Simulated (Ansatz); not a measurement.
Theory: Ansatz, DFT PBE, scalar-relativistic, plane waves, PAW. Settings: cutoff 420 eV, Γ-centred meshes spaced at most about 0.3 Å⁻¹, and about 0.25 Å⁻¹ or finer for metals (2π included), Gaussian smearing. No spin polarisation.

All energies are static (0 K, no zero-point motion).

Two relaxed structures of Al5Cu3:

A. Space group R-3m (No. 166), trigonal, a = 4.121 Å, c = 25.102 Å. Al on a site of symmetry 3m has 4 Cu at 2.52–2.56 Å and 6 Al at 2.86–2.90 Å; Al on a site of symmetry -3m is surrounded by 6 Cu at 2.51 Å and 6 Al at 2.97 Å; around Al on a second site of symmetry 3m lie 1 Cu at 2.41 Å, 4 Cu at 2.57 Å and 6 Al at 2.86–2.97 Å; around Cu on a site of symmetry -3m lie 8 Al at 2.41–2.52 Å; Cu on a site of symmetry 3m has 8 Al at 2.51–2.57 Å and 3 Cu at 2.86 Å.

B. Space group Pmmm (No. 47), orthorhombic, a = 3.756 Å, b = 3.916 Å, c = 7.845 Å. Around Al on a site of symmetry mmm lie 8 Cu at 2.69–2.71 Å and 4 Al at 2.72 Å; around Al on a second site of symmetry mmm lie 8 Al at 2.71–2.82 Å and 4 Cu at 2.74 Å; Al on a third site of symmetry mmm is surrounded by 8 Al at 2.71–2.77 Å and 4 Cu at 2.79 Å; Al on a site of symmetry mm2 has 6 Cu at 2.66–2.71 Å and 6 Al at 2.72–2.82 Å; Cu on a site of symmetry mm2 has 10 Al at 2.69–2.79 Å and 2 Cu at 2.75 Å; 1 more site not described.

Problem. Which is lower in energy, and by how much?

Solution. A is lower, by 113 meV/atom. A has space group R-3m (No. 166), 15.4 Å³/atom and no gap on its mesh; B has Al and Cu ordered on fcc sites, space group Pmmm (No. 47), 14.4 Å³/atom and no gap. Counting all near atoms (those within 1.25 times the shortest distance at each site; a plus sign parts nearer from farther groups; a slash parts the counts of unlike sites), A has Al 4+6/5+6/6+6, Cu 8/8+3 and B has Al 12, Cu 12. The lower one is the more open, so pressure narrows the difference. Both come from invented guesses.

Cells relaxed within their symmetry can be saddle points.
